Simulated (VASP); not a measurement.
# TiN (Fm-3m) in VASP: notebook

The runs below take TiN through relaxation of cell and atoms, electrostatic potential, with PBEsol.

Program: VASP 6.6.1. These are calculated values, not measurements. Logs are shortened: lines on timing, memory, paths and dates and some standing lists are left out, and cuts for length are marked.

### 1 The structure

Symmetry: Fm-3m, No. 225, cubic system. Conventional cell: a = 4.210 Å, b = 4.210 Å, c = 4.210 Å, α = 90.00°, β = 90.00°, γ = 90.00°. Ti (site symmetry m-3m) is surrounded by 6 N at 2.10 Å. N (site symmetry m-3m) has 6 Ti at 2.10 Å as nearest neighbours.

The cell was built by a generator and needn't be a form met in nature.

### 2 Relaxation of cell and atoms, PBEsol

File INCAR:

```
SYSTEM = TiN
PREC     = Accurate       ! precision mode
ENCUT    = 600            ! plane-wave cutoff, eV
EDIFF    = 1E-6           ! SCF threshold, eV
ISMEAR   = 1              ! smearing method
SIGMA    = 0.1            ! smearing width, eV
LREAL    = .FALSE.        ! projectors in reciprocal space
LASPH    = .TRUE.         ! aspherical terms in the spheres
NELM     = 120            ! most SCF steps
ALGO     = Normal         ! electronic algorithm
ISIF     = 3              ! what is computed and relaxed
LWAVE    = .FALSE.        ! write WAVECAR
LCHARG   = .FALSE.        ! write CHGCAR
GGA      = PS             ! functional
IBRION   = 2              ! ionic algorithm
NSW      = 60             ! ionic steps
EDIFFG   = -0.005         ! ionic threshold
```

File KPOINTS:

```
regular mesh
0
G
  18 18 18
  0 0 0
```

File POSCAR:

```
TiN
1.0
    0.0000000000      2.1050000000      2.1050000000
    2.1050000000      0.0000000000      2.1050000000
    2.1050000000      2.1050000000      0.0000000000
Ti N
1 1
Direct
    0.0000000000      0.0000000000      0.0000000000
    0.5000000000      0.5000000000      0.5000000000
```

Potentials or basis: VASP PAW PBE potentials, release 64 (Ti_sv, N).

Launch:

```bash
$ cat potpaw_PBE.64/Ti_sv/POTCAR potpaw_PBE.64/N/POTCAR > POTCAR
$ mpirun -np 1 vasp_std > vasp.out
```

OUTCAR:

```text
SYSTEM = TiN
   PREC = Accurate
   ENCUT = 600
   EDIFF = 1E-6
   ISMEAR = 1
   LREAL = .FALSE.
   LASPH = .TRUE.
   NELM = 120
   ISIF = 3
   GGA = PS
   IBRION = 2
   NSW = 60
   EDIFFG = -0.005

 ion  position               nearest neighbor table
   1  0.000  0.000  0.000-   2 2.10   2 2.10   2 2.10   2 2.10   2 2.10   2 2.10
   2  0.500  0.500  0.500-   1 2.10   1 2.10   1 2.10   1 2.10   1 2.10   1 2.10

  LATTYP: Found a face centered cubic cell.
 ALAT       =     4.2100000000

  Lattice vectors:

 A1 = (   0.0000000000,   2.1050000000,   2.1050000000)
 A2 = (   2.1050000000,   0.0000000000,   2.1050000000)
 A3 = (   2.1050000000,   2.1050000000,   0.0000000000)

Analysis of symmetry for initial positions (statically):
=====================================================================
 Subroutine PRICEL returns:
 Original cell was already a primitive cell.

 Routine SETGRP: Setting up the symmetry group for a
 face centered cubic supercell.

 Subroutine GETGRP returns: Found 48 space group operations
 (whereof 48 operations were pure point group operations)
 out of a pool of 48 trial point group operations.

The static configuration has the point symmetry O_h .

Analysis of symmetry for dynamics (positions and initial velocities):
=====================================================================
 Subroutine PRICEL returns:
 Original cell was already a primitive cell.

 Routine SETGRP: Setting up the symmetry group for a
 face centered cubic supercell.

 Subroutine GETGRP returns: Found 48 space group operations
 (whereof 48 operations were pure point group operations)
 out of a pool of 48 trial point group operations.

The dynamic configuration has the point symmetry O_h .

 Subroutine INISYM returns: Found 48 space group operations
 (whereof 48 operations are pure point group operations),
 and found     1 'primitive' translations

----------------------------------------------------------------------------------------

                                     Primitive cell

  volume of cell :      18.6546

  direct lattice vectors                    reciprocal lattice vectors
     0.000000000  2.105000000  2.105000000    -0.237529691  0.237529691  0.237529691
     2.105000000  0.000000000  2.105000000     0.237529691 -0.237529691  0.237529691
     2.105000000  2.105000000  0.000000000     0.237529691  0.237529691 -0.237529691

  length of vectors
     2.976919549  2.976919549  2.976919549     0.411413493  0.411413493  0.411413493

  position of ions in fractional coordinates (direct lattice)
     0.000000000  0.000000000  0.000000000
     0.500000000  0.500000000  0.500000000

  ion indices of the primitive-cell ions
   primitive index   ion index
                 1           1
                 2           2

----------------------------------------------------------------------------------------

 KPOINTS: regular mesh

Automatic generation of k-mesh.
 Grid dimensions read from file:
 generate k-points for:   18   18   18

 Generating k-lattice:

  Cartesian coordinates                     Fractional coordinates (reciprocal lattice)
    -0.013196094  0.013196094  0.013196094     0.055555556  0.000000000  0.000000000
     0.013196094 -0.013196094  0.013196094     0.000000000  0.055555556  0.000000000
     0.013196094  0.013196094 -0.013196094     0.000000000  0.000000000  0.055555556

  Length of vectors
     0.022856305  0.022856305  0.022856305

  Shift w.r.t. Gamma in fractional coordinates (k-lattice)
     0.000000000  0.000000000  0.000000000

 Subroutine IBZKPT returns following result:
 ===========================================

 Found    195 irreducible k-points:

 Following reciprocal coordinates:
            Coordinates               Weight
  0.000000  0.000000  0.000000      1.000000
  0.055556  0.000000  0.000000      8.000000
  0.111111  0.000000  0.000000      8.000000
  0.166667  0.000000  0.000000      8.000000
  0.222222  0.000000  0.000000      8.000000
  0.277778  0.000000  0.000000      8.000000
[... 16 lines left out ...]
 -0.277778  0.055556  0.000000     24.000000
 -0.222222  0.055556  0.000000     24.000000
 [... further k-points ...]
   k-points           NKPTS =    195   k-points in BZ     NKDIM =    195   number of bands    NBANDS=     12
   number of dos      NEDOS =    301   number of ions     NIONS =      2
   total plane-waves  NPLWV =  13824
   dimension x,y,z NGX =    24 NGY =   24 NGZ =   24
   dimension x,y,z NGXF=    48 NGYF=   48 NGZF=   48
   ions per type =               1   1
   NGX,Y,Z   is equivalent  to a cutoff of  13.40, 13.40, 13.40 a.u.
   NGXF,Y,Z  is equivalent  to a cutoff of  26.81, 26.81, 26.81 a.u.
 SYSTEM =  TiN
   PREC   = accura    normal or accurate (medium, high low for compatibility)
   ISTART =      0    job   : 0-new  1-cont  2-samecut
   ICHARG =      2    charge: 1-file 2-atom 10-const
   ISPIN  =      1    spin polarized calculation?
[... 62 lines left out ...]
  -------------------------------------------------------------------------------------
  Total       -0.1163647     -0.1163647     -0.1163647      0.0000000      0.0000000     -0.0000000
  in kB       -9.9941444     -9.9941444     -9.9941444      0.0000000      0.0000000     -0.0000000
  external PRESSURE =      -9.9941444 kB  Pullay stress =       0.0000000 kB

 VOLUME and BASIS-vectors are now :
 -----------------------------------------------------------------------------
  energy-cutoff  :      600.00
  volume of cell :       18.65
      direct lattice vectors                 reciprocal lattice vectors
     0.000000000  2.105000000  2.105000000    -0.237529691  0.237529691  0.237529691
     2.105000000  0.000000000  2.105000000     0.237529691 -0.237529691  0.237529691
     2.105000000  2.105000000  0.000000000     0.237529691  0.237529691 -0.237529691
[... 37 lines left out ...]
 POSITION                                       TOTAL-FORCE (eV/Angst)
 -----------------------------------------------------------------------------------
      2.09909      0.00000      2.09909        -0.000000      0.000000     -0.000000
      2.09909      2.09909      2.09909         0.000000     -0.000000      0.000000
 -----------------------------------------------------------------------------------
    total drift:                                0.000000     -0.000000     -0.000000

  FREE ENERGIE OF THE ION-ELECTRON SYSTEM (eV)
  ---------------------------------------------------
  free  energy   TOTEN  =       -20.7813384686 eV

  energy  without entropy=      -20.7814609384  energy(sigma->0) =      -20.78137929

--------------------------------------- Ionic step        3  -------------------------------------------

 number of electron      16.9999998 magnetization

 Free energy of the ion-electron system (eV)
  ---------------------------------------------------
  ext. energy  EPLUGINS =         0.00000000
  ---------------------------------------------------
  free energy    TOTEN  =       -20.78181587 eV

  energy without entropy =      -20.78194051  energy(sigma->0) =      -20.78185741

 E-fermi :  11.6558     XC(G=0): -13.3651

 val. band max:       11.6221785780   @ k =  -0.1667   0.1111   0.0000
 cond. band min:      11.6665885469   @ k =   0.4444   0.2222   0.1111
 fundamental gap:      0.0444099689
 Fermi energy:        11.6558388990

 k-point     1 :       0.0000    0.0000    0.0000
  band No.  band energies     occupation
      1     -45.9098      2.00000
      2     -21.9700      2.00000
      3     -21.9700      2.00000
      4     -21.9700      2.00000
      5      -5.5387      2.00000
      6       9.6077      2.00000
      7       9.6077      2.00000
      8       9.6077      2.00000
      9      11.0077      2.00000
     10      11.0077      2.00000
     11      11.0077      2.00000
     12      12.2566     -0.00000

 k-point     2 :       0.0556    0.0000    0.0000
  band No.  band energies     occupation
      1     -45.9065      2.00000
      2     -21.9932      2.00000
      3     -21.9719      2.00000
      4     -21.9719      2.00000
      5      -5.4748      2.00000
      6       9.2264      2.00000
      7       9.3203      2.00000
      8       9.3203      2.00000
      9      11.1085      2.00000
     10      11.1085      2.00000
     11      11.2140      2.00000
     12      12.5492     -0.00000
[... 316 lines left out ...]
 k-point    24 :      -0.2222    0.0556    0.0000
  band No.  band energies     occupation
      1     -45.8553      2.00000
      2     -22.3225      2.00000
      3     -22.0236      2.00000
      4     -21.9900      2.00000
      5      -4.4389      2.00000
      6       6.0821      2.00000
      7       7.1505      2.00000
      8       7.4725      2.00000
      9      11.9003     -0.00296
     10      12.1216     -0.00000
     11      12.6294     -0.00000
     12      14.7234      0.00000

 [... further k-points ...]

------------------------ aborting loop because EDIFF is reached ----------------------------------------

  FORCE on cell =-STRESS in cart. coord.  units (eV):
  Direction    XX          YY          ZZ          XY          YZ          ZX
  --------------------------------------------------------------------------------------
  -------------------------------------------------------------------------------------
  Total        0.0093933      0.0093933      0.0093933      0.0000000      0.0000000      0.0000000
  in kB        0.8092990      0.8092990      0.8092990      0.0000000      0.0000000      0.0000000
  external PRESSURE =       0.8092990 kB  Pullay stress =       0.0000000 kB

 VOLUME and BASIS-vectors are now :
 -----------------------------------------------------------------------------
  energy-cutoff  :      600.00
  volume of cell :       18.60
      direct lattice vectors                 reciprocal lattice vectors
     0.000000000  2.102791166  2.102791166    -0.237779199  0.237779199  0.237779199
     2.102791166  0.000000000  2.102791166     0.237779199 -0.237779199  0.237779199
     2.102791166  2.102791166  0.000000000     0.237779199  0.237779199 -0.237779199

 POSITION                                       TOTAL-FORCE (eV/Angst)
 -----------------------------------------------------------------------------------
      0.00000      0.00000      0.00000         0.000000      0.000000     -0.000000
      2.10279      2.10279      2.10279        -0.000000     -0.000000      0.000000
 -----------------------------------------------------------------------------------
    total drift:                                0.000000     -0.000000     -0.000000

  FREE ENERGIE OF THE ION-ELECTRON SYSTEM (eV)
  ---------------------------------------------------
  free  energy   TOTEN  =       -20.7818158673 eV

  energy  without entropy=      -20.7819405065  energy(sigma->0) =      -20.78185741

 reached required accuracy - stopping structural energy minimisation
```

Run time: 40 s. Hardware: 1 thread of Intel Xeon 6975P-C (Granite Rapids), shared host; peak memory 0.19 GiB.

What came out:

| Quantity | Value |
| --- | --- |
| Free energy | -20.7818 eV |
| Relaxed volume | 9.30 Å³/atom |
| Relaxed cell | a = 2.974 Å, b = 2.974 Å, c = 2.974 Å, α = 60.00°, β = 60.00°, γ = 60.00° |
| Space group after relaxing (to 0.05 Å) | Fm-3m (No. 225) |
| Energy gained by relaxing | 0.1 meV/atom |
| Ionic steps | 3 |
| Pressure after relaxing | 0.1 GPa |
| Band gap on the k mesh | none (metal or under the smearing width) |

The path:
```tsv
step	energy change (eV)	largest force (eV/Å)	pressure (GPa)	volume (Å³)
1	0.0000	0.0000	-1.00	18.65
2	0.0003	0.0000	1.56	18.50
3	-0.0002	0.0000	0.08	18.60
```

Final structure:
```
CELL_PARAMETERS angstrom
0.00000 2.10279 2.10279
2.10279 0.00000 2.10279
2.10279 2.10279 0.00000
ATOMIC_POSITIONS crystal
Ti 0.00000 0.00000 0.00000
N 0.50000 0.50000 0.50000
```

Caveat: the PAW data sets were made with another functional, which shifts forces and pressure a little.

### 3 Electrostatic potential, PBEsol

This run uses another cell than the first one, of 9.30 Å³/atom, 0.997 times its volume.

File INCAR:

```
SYSTEM = TiN
PREC = Accurate ; ENCUT = 520
EDIFF = 1E-6 ; ISMEAR = 1
SIGMA = 0.1 ; LREAL = .FALSE.
LASPH = .TRUE. ; NELM = 100
ALGO = Normal ; ISIF = 2
LWAVE = .FALSE. ; LCHARG = .TRUE.
GGA = PS ; LVHAR = .TRUE.
```

File KPOINTS:

```
Automatic mesh
0
G
  18 18 18
  0 0 0
```

File POSCAR:

```
TiN                                     
1.0
    0.0000000000      2.1027911663      2.1027911663
    2.1027911663      0.0000000000      2.1027911663
    2.1027911663      2.1027911663      0.0000000000
  Ti              N             
     1     1
Direct
     0.0000000000000000    0.0000000000000000    0.0000000000000000
     0.5000000000000000    0.5000000000000000    0.5000000000000000
```

Potentials or basis: VASP PAW PBE potentials, release 64 (Ti_sv, N).

Launch:

```bash
$ cat potpaw_PBE.64/Ti_sv/POTCAR potpaw_PBE.64/N/POTCAR > POTCAR
$ mpirun -np 1 vasp_std > vasp.out
```

Run time: 19 s. Hardware: 1 thread of Intel Xeon 6975P-C (Granite Rapids), shared host; peak memory 0.17 GiB.

It converged, with:

| Item | Value |
| --- | --- |
| Free energy | -20.7802 eV |
| Pressure | 0.1 GPa |
| Band gap on the k mesh | none (metal or under the smearing width) |

Levels at points of the mesh, in eV from the Fermi level:
```
           k point  band 7  band 8  band 9  band 10  band 11  band 12
(0.00, 0.00, 0.00)   -2.05   -2.05   -0.65    -0.65    -0.65     0.60
(0.50, 0.00, 0.00)   -5.62   -5.62    1.78     1.78     2.48     6.12
(0.50, 0.50, 0.00)   -3.25   -3.25   -3.22     1.72     2.52     2.52
```

Caveat: the PAW data sets were made with another functional, which shifts forces and pressure a little.

### 4 Relaxation of cell and atoms, PBEsol

File INCAR:

```
SYSTEM = TiN
PREC     = Accurate       ! precision mode
ENCUT    = 600            ! plane-wave cutoff, eV
EDIFF    = 1E-7           ! SCF threshold, eV
ISMEAR   = 1              ! smearing method
SIGMA    = 0.1            ! smearing width, eV
LREAL    = .FALSE.        ! projectors in reciprocal space
LASPH    = .TRUE.         ! aspherical terms in the spheres
NELM     = 120            ! most SCF steps
ALGO     = Normal         ! electronic algorithm
ISIF     = 3              ! what is computed and relaxed
LWAVE    = .FALSE.        ! write WAVECAR
LCHARG   = .FALSE.        ! write CHGCAR
GGA      = PS             ! functional
IBRION   = 2              ! ionic algorithm
NSW      = 60             ! ionic steps
EDIFFG   = -0.005         ! ionic threshold
```

KPOINTS is that of step 3.

File POSCAR:

```
TiN
1.0
    0.0000000000      2.1050000000      2.1050000000
    2.1050000000      0.0000000000      2.1050000000
    2.1050000000      2.1050000000      0.0000000000
Ti N
1 1
Direct
    0.0000000000      0.0000000000      0.0000000000
    0.5000000000      0.5000000000      0.5000000000
```

Launch:

```bash
$ cat potpaw_PBE.64/Ti_sv/POTCAR potpaw_PBE.64/N/POTCAR > POTCAR
$ mpirun -np 1 vasp_std > vasp.out
```

Wall time 53 s (1 thread of Intel Xeon Platinum 8488C (Sapphire Rapids), shared host); peak memory 0.19 GiB.

It converged, with:

```yaml
Free_energy: -20.7818 eV
Relaxed_volume: 9.30 Å³/atom
Relaxed_cell: a = 2.974 Å, b = 2.974 Å, c = 2.974 Å, α = 60.00°, β = 60.00°, γ = 60.00°
Space_group_after_relaxing_to_0.05_Å: Fm-3m (No. 225)
Energy_gained_by_relaxing: 0.1 meV/atom
Ionic_steps: 3
Pressure_after_relaxing: 0.0 GPa
Band_gap_on_the_k_mesh: none (metal or under the smearing width)
```

The path:
```csv
step,energy change (eV),largest force (eV/Å),pressure (GPa),volume (Å³)
1,0.0000,0.0000,-0.94,18.65
2,0.0002,0.0000,1.41,18.51
3,-0.0002,0.0000,0.03,18.60
```

Final structure:
```
Ti N
1.0
     0.00000    2.10277    2.10277
     2.10277    0.00000    2.10277
     2.10277    2.10277    0.00000
Ti N
1 1
Direct
  0.00000 0.00000 0.00000
  0.50000 0.50000 0.50000
```

Levels at points of the mesh, in eV from the Fermi level:
```csv
k point,band 7,band 8,band 9,band 10,band 11,band 12
"(0.00, 0.00, 0.00)",-2.05,-2.05,-0.65,-0.65,-0.65,0.60
"(0.50, 0.00, 0.00)",-5.62,-5.62,1.78,1.78,2.49,5.99
"(0.50, 0.50, 0.00)",-3.25,-3.25,-3.22,1.72,2.52,2.52
```

Caveat: the PAW data sets were made with another functional, which shifts forces and pressure a little.

### 5 Electrostatic potential, PBEsol

This run uses another cell than the first one, of 9.30 Å³/atom, 0.997 times its volume.

File INCAR:

```
PREC = Accurate ; ENCUT = 520
EDIFF = 1E-7 ; ISMEAR = 1
SIGMA = 0.1 ; LREAL = F
LASPH = T ; NELM = 80
ALGO = Normal ; ISIF = 2
LWAVE = F ; LCHARG = T
GGA = PS ; LVHAR = T
```

File KPOINTS:

```
regular mesh
0
Gamma
  18 18 18
```

File POSCAR:

```
TiN                                     
1.0
    0.0000000000      2.1027738478      2.1027738478
    2.1027738478     -0.0000000000      2.1027738478
    2.1027738478      2.1027738478      0.0000000000
  Ti              N             
     1     1
Direct
     0.0000000000000000    0.0000000000000000    0.0000000000000000
     0.5000000000000000    0.5000000000000000    0.5000000000000000
```

Launch:

```bash
$ cat potpaw_PBE.64/Ti_sv/POTCAR potpaw_PBE.64/N/POTCAR > POTCAR
$ mpirun -np 1 vasp_std > vasp.out
```

It took 23 s on 1 thread of Intel Xeon Platinum 8488C (Sapphire Rapids), shared host; peak memory 0.17 GiB.

It converged, with:

```
Free energy            : -20.7802 eV
Pressure               : 0.1 GPa
Band gap on the k mesh : none (metal or under the smearing width)
```

Levels at points of the mesh, in eV from the Fermi level:
```tsv
k point	band 6	band 7	band 8	band 9	band 10	band 11	band 12
(0.00, 0.00, 0.00)	-2.05	-2.05	-2.05	-0.65	-0.65	-0.65	0.60
(0.50, 0.00, 0.00)	-8.27	-5.62	-5.62	1.78	1.78	2.48	5.99
(0.50, 0.50, 0.00)	-5.90	-3.25	-3.25	-3.22	1.72	2.52	2.52
```

Caveat: the PAW data sets were made with another functional, which shifts forces and pressure a little.
